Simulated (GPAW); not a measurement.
Crystal: V.

```xyz
1
Lattice="-1.5144 1.5144 1.5144 1.5144 -1.5144 1.5144 1.5144 1.5144 -1.5144" Properties=species:S:1:pos:R:3 pbc="T T T"
V     0.0000    0.0000    0.0000
```

Base run:

| Property | Result |
| --- | --- |
| Program | GPAW 26.7.0 |
| Functional | PBEsol |
| Potentials or basis | PAW data sets generated in the run's folder for this functional |
| Cutoff | 600 eV |
| Basis | pw |
| k mesh | 12 × 12 × 12 |
| Occupations | fermi-dirac, width 0.05 eV |
| Spin | collinear spin, ferromagnetic start |
| Starting moments | [2.0] μB |
| Hubbard terms | V d U = 6 eV |

Its results: pressure 58.8 GPa; net moment 2.63 μB per cell.

Q: The run is repeated on the same cell with these changes: hubbard terms from V d U = 6 eV to none. What comes out?

A: Pressure -10.7 GPa; net moment 0.00 μB per cell.

Caveats: a pressure of tens of GPa on the cell as given is suspect, and the run, the potentials or the cell itself is likely at fault (some runs); the U is typed as a test and isn't derived for this compound (some runs).
